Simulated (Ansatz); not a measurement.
Set up this calculation in Ansatz 0.2.0, as the native input.

```
Task                : single point
Functional          : PBE
Potentials or basis : Ansatz PAW
Cutoff              : 420 eV (not typed: the program's choice for these potentials)
k mesh              : 11 × 11 × 6
Occupations         : gaussian, width 0.026 eV
Spin                : no spin polarisation
```

Crystal: Pd.

```xyz
2
Lattice="2.7837 0.0000 0.0000 -1.3918 2.4107 0.0000 0.0000 0.0000 4.6289" Properties=species:S:1:pos:R:3 pbc="T T T"
Pd    0.0000    1.6071    1.1572
Pd    1.3918    0.8036    3.4717
```

This isn't the form of Pd at room conditions, which is fcc.

One way to write it, as run:

input.yaml

```yaml
crystal:
  lattice:
    - [2.7836650458, 0.0, 0.0]
    - [-1.3918325229, 2.4107246453, 0.0]
    - [0.0, 0.0, 4.628893]
  atoms:
    - { symbol: Pd, position: [0.3333333333, 0.6666666667, 0.25] }
    - { symbol: Pd, position: [0.6666666667, 0.3333333333, 0.75] }
hamiltonian:
  xc: pbe
  pseudopotentials: { kind: paw }
kpoints:
  mp_grid: { grid: [11, 11, 6] }
scf:
  occupations: { method: gaussian, width: 0.026 }
output:
  forces: true
  stress: true
  eigenvalues: true
  write_density: true
  write_potential: true
  elf: true
  volumetric_format: npy
```

Potentials or basis: Ansatz PAW.

Launch:

```sh
$ ansatz run input.yaml --threads 2 --pin off --max-ram 5632MiB --backend cpu --events-out ev --progress --plain --runs-dir out
```

It gave:

```json
{
 "Pressure": "-1.6 GPa",
 "Band gap on the k mesh": "none (metal or under the smearing width)"
}
```

Run time: 0.96 s on 2 threads of Intel(R) Xeon(R) Platinum 8488C (Sapphire Rapids), with other jobs on the host, peak memory 0.38 GiB.
